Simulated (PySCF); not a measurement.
Compound: C7H8O.
Atom-mapped SMILES: `[OH:1][CH2:2][c:3]1[cH:4][cH:5][cH:6][cH:7][cH:8]1` (hydrogens: H9 on O1; H10, H11 on C2; H12 on C4; H13 on C5; H14 on C6; H15 on C7; H16 on C8)

Computed geometry: GFN2-xTB, gas phase.

Q: List the bond lengths, angles and torsions at this level.

A: 
```csv
bond,length (bohr)
O1–C2,2.673
C2–C3,2.849
"C3–C4, C3–C8",2.625
"C4–C5, C7–C8",2.615
"C5–C6, C6–C7",2.616
O1–H9,1.821
"C2–H10, C2–H11",2.072
"C4–H12, C8–H16",2.043
"C5–H13, C7–H15",2.041
C6–H14,2.041
```

Bonds in one row agree within 0.02 bohr and their mean is given. A selection of angles:
```csv
angle,degrees
O1–C2–C3,111.8
C2–C3–C4,120.6
C2–C3–C8,120.2
C4–C3–C8,119.1
C3–C4–C5,120.5
C4–C5–C6,120.1
C5–C6–C7,119.8
C3–C8–C7,120.5
H9–O1–C2,108.6
```

Dihedral angles: O1–C2–C3–C4 -88° (synclinal); H9–O1–C2–C3 -53° (synclinal). The mirror-image conformer, all signs reversed, is as good.

The 6-membered ring C3–C4–C5–C6–C7–C8 has internal angles of 119.1° to 120.5°; it is planar, 0.00 Å rms from its mean plane, widest ring torsion 0°. Of the pairs four or more bonds apart, H11···H12 is among the closest relative to their van der Waals radii: 2.45 Å, 102 % of the sum of Bondi's values. The 7 C–C bonds span 1.384 Å (C4–C5, aromatic) to 1.508 Å (C2–C3, drawn single), a spread of 0.124 Å.

GFN2-xTB frequencies: not computed here. One conformer, not necessarily the lowest (H–O1–C2–C3 -53°, O1–C2–C3–C4 -88°).
